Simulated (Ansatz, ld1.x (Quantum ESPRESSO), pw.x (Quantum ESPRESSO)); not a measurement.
## Equation-of-state test of one RRKJ potential (nitrogen)

ld1.x (Quantum ESPRESSO) 7.5 input, shortened:

```
&input
   title='N', zed=7., rel=1, dft='PBE', iswitch=3,
   config='[He] 2s2 2p3 3d-2'
 /
 &inputp
   pseudotype=2, tm=.false., lloc=1,
   nlcc=.true.
 /
3
2S  1  0   2.00   0.00  0.85  0.85  0.0
3D  3  2  -2.00   0.15  2.10  2.10  0.0
2P  2  1   3.00   0.00  2.15  2.15  0.0
 &test
   configts(1)='2s2 2p3'
 /
```

Atomic tests: cutoffs needed: 70 Ry and 110 Ry (the cutoffs (Ry, on a coarse ladder) from which the occupation-weighted sum of valence levels, in a spherical-Bessel basis at the reference potential, stays within 10 and 1 mRy of its value at 400 Ry); ghost test: no extra level below or beside the all-electron valence levels (s, d, p, f tested) (spherical-Bessel basis up to 400 Ry, 20 bohr box); largest excitation error: +3209 meV (all-electron minus pseudo) for 2s1 2p0, out of 7 test configurations.

Crystal test: diamond N in pw.x 7.5, no spin, 11³ k-points, Fermi–Dirac smearing 0.01 Ry, cutoffs 135/540 Ry. The lattice is a test structure that the element need not adopt, and mesh and smearing are coarse. Spin polarisation is left out.

pw.x input:

```
&control
  calculation='scf', prefix='x', pseudo_dir='./', outdir='./tmp', tstress=.true., disk_io='none'
/
&system
  ibrav=0, nat=2, ntyp=1, ecutwfc=135, ecutrho=540, nbnd=12,
  occupations='smearing', smearing='fd', degauss=0.01
/
&electrons
  conv_thr=1e-09, mixing_beta=0.4, electron_maxstep=70
/
ATOMIC_SPECIES
N 1.0 N.UPF
CELL_PARAMETERS angstrom
  0.00000000 2.09628974 2.09628974
  2.09628974 0.00000000 2.09628974
  2.09628974 2.09628974 0.00000000
ATOMIC_POSITIONS crystal
N 0.0000 0.0000 0.0000
N 0.2500 0.2500 0.2500
K_POINTS automatic
11 11 11 0 0 0
```

```bash
pw.x < N.scf.in > N.scf.out
```

Q: How does the run end?

A: It converges; the pressure is 26.71 GPa against -0.81 GPa from all-electron LAPW. The largest radius (2.15 bohr) exceeds half the bond length (1.72 bohr), so the spheres overlap, which is one possible source of error among others. This is a poor potential for the solid. The free energy does not fall steadily as the cutoff rises, most likely since the density grid, which shrinks with it, is too coarse for the model core; the lower cutoffs are not converged. The log shows:

```
     number of electrons       =        10.00
     number of Kohn-Sham states=           12
     kinetic-energy cutoff     =     135.0000  Ry
     charge density cutoff     =     540.0000  Ry
     scf convergence threshold =      1.0E-09
     Exchange-correlation= PBE
     number of k points=    56  Fermi-Dirac smearing, width (Ry)=  0.0100
     iteration #  1     ecut=   135.00 Ry     beta= 0.40
     total energy              =     -41.76074885 Ry
     estimated scf accuracy    <       0.01202786 Ry
     iteration #  2     ecut=   135.00 Ry     beta= 0.40
     total energy              =     -41.76016918 Ry
     estimated scf accuracy    <       0.00291952 Ry
     iteration #  3     ecut=   135.00 Ry     beta= 0.40
     total energy              =     -41.76038549 Ry
     estimated scf accuracy    <       0.00007889 Ry
     iteration #  4     ecut=   135.00 Ry     beta= 0.40
     total energy              =     -41.76039022 Ry
     estimated scf accuracy    <       0.00000083 Ry
     iteration #  5     ecut=   135.00 Ry     beta= 0.40
     total energy              =     -41.76039048 Ry
     estimated scf accuracy    <       0.00000011 Ry
     iteration #  6     ecut=   135.00 Ry     beta= 0.40
     total energy              =     -41.76039048 Ry
     estimated scf accuracy    <          8.2E-09 Ry
     iteration #  7     ecut=   135.00 Ry     beta= 0.40
     the Fermi energy is     7.0673 ev
!    total energy              =     -41.76039048 Ry
     estimated scf accuracy    <          1.3E-10 Ry
     smearing contrib. (-TS)   =      -0.00400039 Ry
     The total energy is F=E-TS. E is the sum of the following terms:
     one-electron contribution =      -1.43161965 Ry
     hartree contribution      =       6.31866949 Ry
     xc contribution           =     -12.64801089 Ry
     ewald contribution        =     -33.99542905 Ry
     convergence has been achieved in   7 iterations
          total   stress  (Ry/bohr**3)                   (kbar)     P=      267.14
     Message from routine punch:
     Nothing written, as per user request (disk_io='none')
```
